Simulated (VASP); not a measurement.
Here is a VASP 6.6.1 calculation.

Contents of INCAR:

```
SYSTEM = Mg
PREC     = Accurate       ! precision mode
ENCUT    = 600            ! plane-wave cutoff, eV
EDIFF    = 1E-6           ! SCF threshold, eV
ISMEAR   = 1              ! smearing method
SIGMA    = 0.1            ! smearing width, eV
LREAL    = .False.        ! projectors in reciprocal space
LASPH    = .True.         ! aspherical terms in the spheres
NELM     = 80             ! most SCF steps
ALGO     = Normal         ! electronic algorithm
ISIF     = 3              ! what is computed and relaxed
LWAVE    = .False.        ! write WAVECAR
LCHARG   = .False.        ! write CHGCAR
METAGGA  = R2SCAN         ! meta-GGA
LMIXTAU  = .True.       
IBRION   = 2              ! ionic algorithm
NSW      = 90             ! ionic steps
EDIFFG   = -0.01          ! ionic threshold
```

File KPOINTS:

```
Automatic mesh
0
Gamma
  18 18 9
  0 0 0
```

The input POSCAR:

```
Mg
1.0
    3.2093000000      0.0000000000      0.0000000000
   -1.6046500000      2.7793353284      0.0000000000
    0.0000000000      0.0000000000      5.2103000000
Mg
2
Direct
    0.3333333333      0.6666666667      0.2500000000
    0.6666666667      0.3333333333      0.7500000000
```

Potentials or basis: VASP PAW PBE potentials, release 64 (Mg).

Launch:

```sh
$ cat potpaw_PBE.64/Mg/POTCAR > POTCAR
$ mpirun -np 1 vasp_std > vasp.out
```

(1) Predict the relaxed cell.

(2) What does it give for the relaxed volume?

(3) Predict the band gap on the k mesh.

## Answers

(1) a = 3.184 Å, b = 3.184 Å, c = 5.101 Å, α = 90.00°, β = 90.00°, γ = 120.00°.

(2) 22.40 Å³/atom.

(3) none (metal or under the smearing width).

Caveat: the PAW data sets were made with another functional, which shifts forces and pressure a little.
